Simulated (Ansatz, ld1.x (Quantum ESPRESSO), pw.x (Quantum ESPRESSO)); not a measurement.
## Be (Z = 4): one change to the TM potential, in the atom and in the bcc crystal

Be (Z = 4), norm-conserving Troullier–Martins (Kleinman–Bylander form), made with ld1.x (Quantum ESPRESSO) 7.5 (PBE, scalar-relativistic). Core [He], reference 2s2 2p0. Waves: 2s (bound): rc 1.90 bohr; 2p (bound, empty): rc 3.85 bohr; 3d channel at 0.35 Ry: rc 3.40 bohr. Local part: all-electron potential smoothed inside 1.65 bohr (lloc = -1). Core correction: a·sin(br)/r model core, default radius (core density twice the valence density).

Change: type ultrasoft; waves now 2s (bound): rcut 1.65, rcutus 1.90 bohr; 2s channel at 4.2 Ry: rcut 1.65, rcutus 1.90 bohr; 2p (bound): rcut 3.35, rcutus 3.85 bohr; 2p channel at 1.25 Ry: rcut 3.35, rcutus 3.85 bohr; 3d channel at 0.35 Ry: rcut 2.95, rcutus 3.40 bohr; 3d channel at 1.4 Ry: rcut 2.95, rcutus 3.40 bohr; local potential all-electron potential smoothed inside 1.95 bohr (lloc = -2); augmentation PSQ, radius 1.75 bohr.

Cutoffs, loose and tight: the cutoffs (Ry, on a coarse ladder) from which the occupation-weighted sum of valence levels, in a spherical-Bessel basis at the reference potential, stays within 10 and 1 mRy of its value at 400 Ry. They do not see the model core or the augmentation charge, which bear on the density cutoff. Test errors are all-electron minus pseudo excitation energies from the reference, over the configurations 2s1 2p0; 2s1.5 2p0; 2s1 2p1; 2s0 2p2; 2s0 2p1; variants that change the core or the reference have their own tests.

Crystal test: bcc Be in pw.x 7.5, no spin, 18³ k-points, Fermi–Dirac smearing 0.01 Ry, cutoffs set for each file from its atomic test. The reference is all-electron LAPW (Ansatz 0.2.0) with the same functional, mesh and smearing; V0 and B0 come from Birch–Murnaghan fits to the pressures at five volumes. Errors are pseudo minus all-electron; Δ is the rms difference of the E(V) curves that follow from these fits, minima aligned, over ±6 % about the mean V0. Mesh and smearing are coarse, so the numbers serve the comparison and aren't converged zero-temperature values; the lattice is a test structure that the element need not adopt.

All-electron: a0 = 2.501 Å (V0 = 7.82 Å³/atom), B0 = 122.0 GPa.

**Question.** Does the change bring the crystal closer to the all-electron result?

**Answer.** The mean pressure error goes from -31.81 to +9.59 GPa, so the change moves the solid closer to the all-electron pressures. Neither pressure curve crosses zero within the volumes sampled, so no fits are given.

| quantity | base | changed |
| --- | --- | --- |
| outcome (atom) | generated | generated |
| cutoff, loose (atom) | 10 Ry | 6 Ry |
| cutoff, tight (atom) | 25 Ry | 8 Ry |
| bound ghosts (atom) | none | none |
| largest test error (meV) (atom) | -152 | +10 |
| cutoffs in pw.x (Ry) | 50/200 | 40/320 |
| mean pressure error (GPa) | -31.81 | +9.59 |

Base: The largest radius (3.85 bohr) exceeds half the bond length (2.05 bohr), so the spheres overlap, which is one possible source of error among others. This is a poor potential for the solid. The pseudo pressure rises with volume over part of the range, a mechanical instability. Changed file: The largest radius (3.85 bohr) exceeds half the bond length (2.05 bohr), so the spheres overlap, which is one possible source of error among others. This is a poor potential for the solid. The atomic cutoffs weigh occupied waves only.
